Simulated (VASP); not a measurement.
A convergence study with VASP on NaBr (rock salt): one setting is varied, all else stays as given below, so the limit is that of these other settings. Each run relaxes cell and ions from the cell shown. The basis is that of the starting cell, so low cut-offs carry a Pulay error.

```
CELL_PARAMETERS angstrom
      0.00000     2.98500     2.98500
      2.98500     0.00000     2.98500
      2.98500     2.98500     0.00000
ATOMIC_POSITIONS crystal
  Na 0.00000 0.00000 0.00000
  Br 0.50000 0.50000 0.50000
```

The numbers are results of PBE GGA, VASP's PBE PAW potentials (set 64) (plane waves; VASP), not measurements. The tightest run used: 700 eV cut-off, 7×7×7 Γ-centred mesh, Gaussian smearing of 0.050 eV, potentials Na_pv Br.

Gaps are read on the run's mesh, which can miss a band edge.

| setting | relaxed volume (Å³/atom) | E (eV/atom) | gap on the mesh (eV) | plane waves |
|---|---|---|---|---|
| ENCUT = 200 | 22.158 | -3.1348 | 4.775 | 348 |
| ENCUT = 250 | 25.736 | -3.0567 | 4.251 | 531 |
| ENCUT = 300 | 27.410 | -3.0601 | 4.069 | 637 |
| ENCUT = 350 | 27.390 | -3.0596 | 4.072 | 801 |
| ENCUT = 400 | 27.278 | -3.0591 | 4.085 | 979 |

Task: These are the cheaper rows. Estimate the results at ENCUT = 700, and how far the last row shown lies from them.

Result: 
```csv
quantity,tightest run,last row shown is off by
relaxed volume (Å³/atom),27.487,-0.210
E (eV/atom),-3.0600,0.0008
gap on the mesh (eV),4.065,0.019
```

Left out are rungs that failed or repeat a setting and relaxations that didn't move; long series are thinned to 24 rows.

The compound is NaBr in the rock salt structure.
